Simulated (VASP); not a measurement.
# AlP (F-43m) in VASP: a series of runs, part 2 of 2

VASP 6.6.1.

### 3 Relaxation of cell and atoms, LDA

INCAR

```
PREC = Accurate
ENCUT = 600
EDIFF = 1E-7
ISMEAR = 0
SIGMA = 0.02
LREAL = F
LASPH = T
NELM = 100
ALGO = Normal
ISIF = 3
LWAVE = F
LCHARG = F
GGA = CA
IBRION = 2
NSW = 70
EDIFFG = -0.005
```

KPOINTS

```
regular mesh
0
Gamma
  8 8 8
```

POSCAR

```
AlP
1.0
    0.0000000000      2.7534005752      2.7534005752
    2.7534005752      0.0000000000      2.7534005752
    2.7534005752      2.7534005752      0.0000000000
Al P
1 1
Direct
    0.0000000000      0.0000000000      0.0000000000
    0.2500000000      0.2500000000      0.2500000000
```

Potentials or basis: VASP PAW LDA potentials, release 64 (Al, P).

On the command line:

```bash
$ cat potpaw_LDA.64/Al/POTCAR potpaw_LDA.64/P/POTCAR > POTCAR
$ mpirun -np 1 vasp_std > vasp.out
```

OUTCAR:

```text
PREC = Accurate
   ENCUT = 600
   EDIFF = 1E-7
   ISMEAR = 0
   LREAL = F
   LASPH = T
   NELM = 100
   ISIF = 3
   GGA = CA
   IBRION = 2
   NSW = 70
   EDIFFG = -0.005

 ion  position               nearest neighbor table
   1  0.000  0.000  0.000-   2 2.38   2 2.38   2 2.38   2 2.38
   2  0.250  0.250  0.250-   1 2.38   1 2.38   1 2.38   1 2.38

  LATTYP: Found a face centered cubic cell.
 ALAT       =     5.5068011504

  Lattice vectors:

 A1 = (   0.0000000000,   2.7534005752,   2.7534005752)
 A2 = (   2.7534005752,   0.0000000000,   2.7534005752)
 A3 = (   2.7534005752,   2.7534005752,   0.0000000000)

Analysis of symmetry for initial positions (statically):
=====================================================================
 Subroutine PRICEL returns:
 Original cell was already a primitive cell.

 Routine SETGRP: Setting up the symmetry group for a
 face centered cubic supercell.

 Subroutine GETGRP returns: Found 24 space group operations
 (whereof 24 operations were pure point group operations)
 out of a pool of 48 trial point group operations.

The static configuration has the point symmetry T_d .

Analysis of symmetry for dynamics (positions and initial velocities):
=====================================================================
 Subroutine PRICEL returns:
 Original cell was already a primitive cell.

 Routine SETGRP: Setting up the symmetry group for a
 face centered cubic supercell.

 Subroutine GETGRP returns: Found 24 space group operations
 (whereof 24 operations were pure point group operations)
 out of a pool of 48 trial point group operations.

The dynamic configuration has the point symmetry T_d .

 Subroutine INISYM returns: Found 24 space group operations
 (whereof 24 operations are pure point group operations),
 and found     1 'primitive' translations

----------------------------------------------------------------------------------------

[... 129 lines left out ...]
   NGX = 15   NGY = 15   NGZ = 15

--------------------------------------- Ionic step        1  -------------------------------------------

 number of electron       7.9999999 magnetization

 Free energy of the ion-electron system (eV)
  ---------------------------------------------------
  ext. energy  EPLUGINS =         0.00000000
  ---------------------------------------------------
  free energy    TOTEN  =       -11.39572237 eV

  energy without entropy =      -11.39572237  energy(sigma->0) =      -11.39572237

------------------------ aborting loop because EDIFF is reached ----------------------------------------

  FORCE on cell =-STRESS in cart. coord.  units (eV):
  Direction    XX          YY          ZZ          XY          YZ          ZX
  --------------------------------------------------------------------------------------
  -------------------------------------------------------------------------------------
  Total       -0.8509579     -0.8509579     -0.8509579      0.0000000      0.0000000     -0.0000000
  in kB      -32.6573144    -32.6573144    -32.6573144      0.0000000      0.0000000     -0.0000000
  external PRESSURE =     -32.6573144 kB  Pullay stress =       0.0000000 kB
[... 59 lines left out ...]
--------------------------------------- Ionic step        3  -------------------------------------------

 number of electron       8.0000000 magnetization

 Free energy of the ion-electron system (eV)
  ---------------------------------------------------
  ext. energy  EPLUGINS =         0.00000000
  ---------------------------------------------------
  free energy    TOTEN  =       -11.41265234 eV

  energy without entropy =      -11.41265234  energy(sigma->0) =      -11.41265234

 E-fermi :   4.7099     XC(G=0):  -9.5006

 val. band max:        4.5759547991   @ k =   0.0000   0.0000   0.0000
 cond. band min:       5.9915702941   @ k =   0.5000   0.5000   0.0000
 fundamental gap:      1.4156154950
 Fermi energy:         4.7099461192

 k-point     1 :       0.0000    0.0000    0.0000
  band No.  band energies     occupation
      1      -7.0076      2.00000
      2       4.5760      2.00000
      3       4.5760      2.00000
      4       4.5760      2.00000
      5       7.8109      0.00000
      6       9.0672      0.00000
      7       9.0672      0.00000
      8       9.0672      0.00000
[... 243 lines left out ...]
 k-point    24 :      -0.3750    0.2500    0.1250
  band No.  band energies     occupation
      1      -4.9536      2.00000
      2      -0.6925      2.00000
      3       1.9143      2.00000
      4       3.0521      2.00000
      5       8.4336      0.00000
      6       9.0085      0.00000
      7      11.4204      0.00000
      8      12.2211      0.00000

 [... further k-points ...]

------------------------ aborting loop because EDIFF is reached ----------------------------------------

  FORCE on cell =-STRESS in cart. coord.  units (eV):
  Direction    XX          YY          ZZ          XY          YZ          ZX
  --------------------------------------------------------------------------------------
  -------------------------------------------------------------------------------------
  Total       -0.0009519     -0.0009519     -0.0009519      0.0000000      0.0000000     -0.0000000
  in kB       -0.0379920     -0.0379920     -0.0379920      0.0000000      0.0000000     -0.0000000
  external PRESSURE =      -0.0379920 kB  Pullay stress =       0.0000000 kB
[... 17 lines left out ...]
  FREE ENERGIE OF THE ION-ELECTRON SYSTEM (eV)
  ---------------------------------------------------
  free  energy   TOTEN  =       -11.4126523418 eV

  energy  without entropy=      -11.4126523418  energy(sigma->0) =      -11.41265234

 reached required accuracy - stopping structural energy minimisation
```

It took 19 s on 1 thread of Intel Xeon 6975P-C (Granite Rapids), shared host; peak memory 0.15 GiB.

What came out:

| Item | Value |
| --- | --- |
| Free energy | -11.4127 eV |
| Relaxed volume | 20.07 Å³/atom |
| Relaxed cell | a = 3.843 Å, b = 3.843 Å, c = 3.843 Å, α = 60.00°, β = 60.00°, γ = 60.00° |
| Space group after relaxing (to 0.05 Å) | F-43m (No. 216) |
| Energy gained by relaxing | 8.5 meV/atom |
| Ionic steps | 3 |
| Pressure after relaxing | 0.0 GPa |
| Band gap on the k mesh | 1.42 eV, indirect (least direct gap 3.23 eV) |

The path:
```csv
step,energy change (eV),largest force (eV/Å),pressure (GPa),volume (Å³)
1,0.0000,0.0000,-3.27,41.75
2,-0.0109,0.0000,2.17,39.23
3,-0.0169,0.0000,0.00,40.14
```

Final structure:
```
Al P
1.0
     0.00000    2.71765    2.71765
     2.71765    0.00000    2.71765
     2.71765    2.71765    0.00000
Al P
1 1
Direct
  0.00000 0.00000 0.00000
  0.25000 0.25000 0.25000
```

Levels at points of the mesh, in eV from the valence-band top:
```csv
k point,band 1,band 2,band 3,band 4,band 5,band 6,band 7,band 8
"(0.00, 0.00, 0.00)",-11.58,0.00,0.00,0.00,3.23,4.49,4.49,4.49
"(0.50, 0.00, 0.00)",-9.85,-5.64,-0.78,-0.78,2.72,4.74,4.74,8.11
"(0.50, 0.50, 0.00)",-9.17,-5.40,-2.15,-2.15,1.42,2.33,11.00,11.00
```

A k mesh can miss the band edges. LDA gaps usually lie below the measured ones, often by a third to a half.
